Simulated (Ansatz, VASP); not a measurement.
# Y in VASP and in Ansatz

Contents of INCAR:

```
PREC = Accurate
ENCUT = 520
EDIFF = 1E-7
ISMEAR = -1
SIGMA = 0.08
LREAL = F
LASPH = T
NELM = 60
ALGO = Normal
ISIF = 2
LWAVE = F
LCHARG = T
GGA = PE
LELF = T
LVHAR = T
NBANDS = 12
```

The input KPOINTS:

```
Automatic mesh
0
Gamma
  12 12 12
```

The input POSCAR:

```
Y
1.0
    2.6269295522      0.0000000000      0.0000000000
    0.0000000000      2.6269295522      0.0000000000
    0.0000000000      0.0000000000      2.6269295522
Y
1
Direct
    0.0000000000      0.0000000000      0.0000000000
```

Input for Ansatz:

```yaml
crystal:
  lattice:
    - [2.6269295522, 0.0, 0.0]
    - [0.0, 2.6269295522, 0.0]
    - [0.0, 0.0, 2.6269295522]
  atoms:
    - { symbol: "Y", position: [0.0, 0.0, 0.0] }
kpoints:
  mp_grid: { grid: [12, 12, 12] }
scf:
  occupations: { method: fermi_dirac, width: 0.08 }
hamiltonian:
  xc: pbe
  pseudopotentials: { kind: all_electron, lapw: { basis_error: 0.001 } }
output:
  forces: true
  stress: true
  eigenvalues: true
  populations: true
```

Change from the starting cell: volume scaled by 0.52, LAPW.

Alike in both runs: task single point; functional PBE; k mesh 12 × 12 × 12; occupations fermi-dirac, width 0.08 eV; no spin polarisation.

|  | VASP | Ansatz |
| --- | --- | --- |
| version | VASP 6.6.1 | Ansatz 0.2.0 |
| potentials or method | VASP PAW PBE potentials, release 64 (Y_sv) | all-electron LAPW, scalar-relativistic |
| plane-wave cutoff (eV) | 520 | see its input |

|  | VASP | Ansatz | Ansatz less VASP |
| --- | --- | --- | --- |
| pressure (GPa) | 54.6 | 54.5 | -0.07 |

Ansatz ran all-electron here, so the differences hold the error of VASP's frozen core and of both bases.

Caveats: so large a pressure means that the cell lies far from this level's equilibrium, or that cutoff or potentials fall short (VASP).
